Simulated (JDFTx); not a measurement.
AlCo:

```
CELL_PARAMETERS angstrom
2.81940 0.00000 0.00000
0.00000 2.81940 0.00000
0.00000 0.00000 2.81940
ATOMIC_POSITIONS crystal
Co 0.50000 0.50000 0.50000
Al 0.00000 0.00000 0.00000
```

The cell is a database's computed one.

| Item | Value |
| --- | --- |
| Program | JDFTx 1.7.0 (patched build) |
| Task | relaxation of cell and atoms |
| Functional | PBEsol |
| Potentials or basis | PseudoDojo-SR-PBE-0.5-standard with smoothed tails |
| Cutoff | 1306 eV |
| Density cutoff | 10449 eV |
| k mesh | 4 × 4 × 4 |
| Occupations | fermi-dirac, width 0.05 eV |
| Spin | collinear spin, ferromagnetic start |
| Starting moments | [2.0, 0.0] μB |

At the start: pressure 4.3 GPa; volume 11.21 Å³/atom.

How do energy, volume and symmetry change on relaxing?

Over 5 steps the energy falls by 3.3 meV/atom and the volume is 11.45 Å³/atom (+2.2 %); space group Pm-3m (No. 221, to 0.05 Å); moment 0.47 μB per cell.

The path:
| step | energy change (eV) | largest force (eV/Å) | pressure (GPa) | volume (Å³) |
| --- | --- | --- | --- | --- |
| 1 | 0.0000 | 0.0000 | 4.32 | 22.41 |
| 2 | -0.0013 | 0.0000 | 3.85 | 22.46 |
| 3 | -0.0065 | 0.0000 | 0.15 | 22.89 |
| 4 | -0.0065 | 0.0000 | 0.02 | 22.90 |
| 5 | -0.0065 | 0.0000 | -0.01 | 22.90 |

Final structure:
```xyz
2
Lattice="2.8399 0.0000 0.0000 0.0000 2.8399 0.0000 0.0000 0.0000 2.8399" Properties=species:S:1:pos:R:3 pbc="T T T"
Co    1.4200    1.4200    1.4200
Al    0.0000    0.0000    0.0000
```

Caveat: the k mesh is coarse (spacing up to 0.56 Å⁻¹), so the values aren't converged; the potentials were made for another functional, which shifts forces and pressure.
